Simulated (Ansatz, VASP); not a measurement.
# Au and the functional, program beside program

The structure is cubic, space group Pm-3m (No. 221). The conventional cell has a = 2.748 Å, b = 2.748 Å, c = 2.748 Å, α = 90.00°, β = 90.00°, γ = 90.00°. Au (site symmetry m-3m) has 6 Au at 2.75 Å as nearest neighbours.

This isn't the form of Au at room conditions, which is fcc.

Kept alike: task band structure; k mesh 10 × 10 × 10; occupations fermi-dirac, width 0.05 eV; no spin polarisation. The mesh is that of the run's cell of 1 atom. No spin-orbit coupling.

- A: Ansatz, Ansatz PAW, made for PBE, cutoff 420 to 500 eV
- B: VASP; PBE PAW files Au, 520 eV (BLYP, PBE, PBEsol, RPBE, r2SCAN, revPBE); LDA PAW files Au, 520 eV (LDA)

```csv
functional,A: pressure (GPa),B: pressure (GPa)
BLYP,7.57,8.13
LDA,-9.95,-9.62
PBE,?,0.04
PBEsol,-6.33,-6.49
RPBE,3.58,3.39
r2SCAN,-3.27,-3.03
revPBE,2.63,2.44
```

Pressure is positive in compression; plane-wave values hold the error of the finite cutoff, which Ansatz corrects. Values on potentials made for another functional: some of A; some of B. For a metal such a mesh leaves the last digits unconverged.

**Question.** Estimate the value left open.

**Answer.** In the median of the other rows A lies -0.04 GPa from the other column, which points to 0.00; the run gave 0.23 GPa, +0.23 from it.
